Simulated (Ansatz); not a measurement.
# C: the cost of one run

Method: DFT PBE+D3(BJ), scalar-relativistic, plane waves, PAW, in Ansatz 0.2.0.

2 further runs of the same task are left out: 1 that didn't finish, 1 set aside as unsound or not needed.

### 1 The starting structure

Symmetry: Fmmm, No. 69, orthorhombic system. Conventional cell: a = 2.465 Å, b = 4.268 Å, c = 6.803 Å, α = 90.00°, β = 90.00°, γ = 90.00°. C (site symmetry m2m) is surrounded by 3 C at 1.42 Å.

Structure file:

```xyz
4
Lattice="1.2327 -2.1342 0.0000 1.2327 2.1342 0.0000 0.0000 0.0000 6.8033" Properties=species:S:1:pos:R:3 pbc="T T T"
C     1.2327    1.7786    5.1025
C     1.2327   -0.3556    1.7008
C     1.2327   -1.7786    1.7008
C     1.2327    0.3556    5.1025
```

It goes back to an entry of the Materials Project, which need not be the stable form.

It is the result of an earlier relaxation at this level (volume 8.95 Å³/atom; gap on the mesh: none (metal)).

### 2 The single layer

One layer of the relaxed bulk, put into vacuum. Its planes from the bottom up:

```csv
plane,atoms per cell,height over the lowest (Å)
1,C2,0.00
```

### 3 A first look at the start

The sheet is isolated along c: the input cuts the Coulomb interaction between periodic copies.

input.yaml reads:

```yaml
crystal:
  lattice:
    - [2.4654952786, 0.0, 0.0]
    - [-1.2327476393, 2.1341560297, 0.0]
    - [0.0, 0.0, 26.0]
  atoms:
    - { symbol: C, position: [0.0833104418, 0.1666208835, 0.5] }
    - { symbol: C, position: [0.4166895582, 0.8333791165, 0.5] }
  periodic: [true, true, false]
basis:
  ecutwfc: 420
kpoints:
  mp_grid: { grid: [8, 8, 1] }
hamiltonian:
  xc: pbe
  dispersion: d3bj
scf:
  occupations: { method: gaussian, width: 0.1 }
output:
  forces: true
  stress: true
  eigenvalues: true
```

Run with:

```
> ansatz run input.yaml --threads 1 --pin off --max-ram 3072MiB --backend cpu --events-out ev --progress --plain --runs-dir out
```

Q: Estimate wall time and peak memory on 1 thread of an x86-64 CPU, shared host.

About 1.3 s, with a peak of 0.35 GiB.
